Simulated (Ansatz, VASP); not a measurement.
## MnO2: VASP beside Ansatz

Contents of INCAR:

```
SYSTEM = MnO2
PREC = Accurate ; ENCUT = 520
EDIFF = 1E-6 ; ISMEAR = -1
SIGMA = 0.05 ; LREAL = .FALSE.
LASPH = .TRUE. ; NELM = 150
ALGO = Fast ; ISIF = 2
LWAVE = .FALSE. ; LCHARG = .TRUE.
ISPIN = 2 ; MAGMOM = 4.5 4.5 0 0 0 0
LORBIT = 11 ; LMAXMIX = 4
GGA = PE ; LELF = .TRUE.
LVHAR = .TRUE. ; NBANDS = 38
```

Contents of KPOINTS:

```
Automatic mesh
0
G
  5 5 8
  0 0 0
```

File POSCAR:

```
MnO2
1.0
    4.3960000000      0.0000000000      0.0000000000
    0.0000000000      4.3960000000      0.0000000000
    0.0000000000      0.0000000000      2.8710000000
Mn O
2 4
Direct
    0.0000000000      0.0000000000      0.0000000000
    0.5000000000      0.5000000000      0.5000000000
    0.3020000000      0.3020000000      0.0000000000
    0.1980000000      0.8020000000      0.5000000000
    0.6980000000      0.6980000000      0.0000000000
    0.8020000000      0.1980000000      0.5000000000
```

Input for Ansatz:

```yaml
crystal:
  lattice:
    - [4.396, 0.0, 0.0]
    - [0.0, 4.396, 0.0]
    - [0.0, 0.0, 2.871]
  atoms:
    - { symbol: Mn, position: [0.0, 0.0, 0.0], spin: 4.5 }
    - { symbol: Mn, position: [0.5, 0.5, 0.5], spin: 4.5 }
    - { symbol: O, position: [0.302, 0.302, 0.0] }
    - { symbol: O, position: [0.198, 0.802, 0.5] }
    - { symbol: O, position: [0.698, 0.698, 0.0] }
    - { symbol: O, position: [0.802, 0.198, 0.5] }
magnetization:
  spin_polarized: true
hamiltonian:
  xc: pbe
  pseudopotentials: { kind: paw }
basis:
  ecutwfc: 420
kpoints:
  mp_grid: { grid: [5, 5, 8] }
scf:
  occupations: { method: fermi_dirac, width: 0.05 }
  lower_state_search: "off"
output:
  forces: true
  stress: true
  write_density: true
  write_potential: true
  elf: true
  volumetric_format: npy
```

Alike in both runs: task single point; functional PBE; k mesh 5 × 5 × 8; occupations fermi-dirac, width 0.05 eV; collinear spin.

```csv
,VASP,Ansatz
version,VASP 6.6.1,Ansatz 0.2.0
potentials or method,"VASP PAW PBE potentials, release 64 (Mn_pv, O)","PAW, plane waves, scalar-relativistic"
plane-wave cutoff (eV),520,420
valence electrons in the cell,50,54
```

```csv
,VASP,Ansatz,Ansatz less VASP
pressure (GPa),6.3,5.4,-0.99
largest component of the traceless stress (GPa),2.10,2.19,+0.093
rms of the force components (eV/Å),0.212,0.222,+0.0098
net moment per atom (μB),1.00,1.00,+0.001
size of the moment on the site where the two differ most (μB),2.69,2.37,-0.322
```

Site moments also hang on the region over which each program counts them. Atom by atom the forces differ by 0.010 eV/Å (rms over components). The two sets of potentials don't hold the same shells in valence.

Caveats: semilocal functionals often make such compounds metallic where correlation or magnetic order opens a gap, which also shifts bond lengths. With open d or f shells a metallic result of PBE can be an artefact of self-interaction; +U or a hybrid may open a gap.
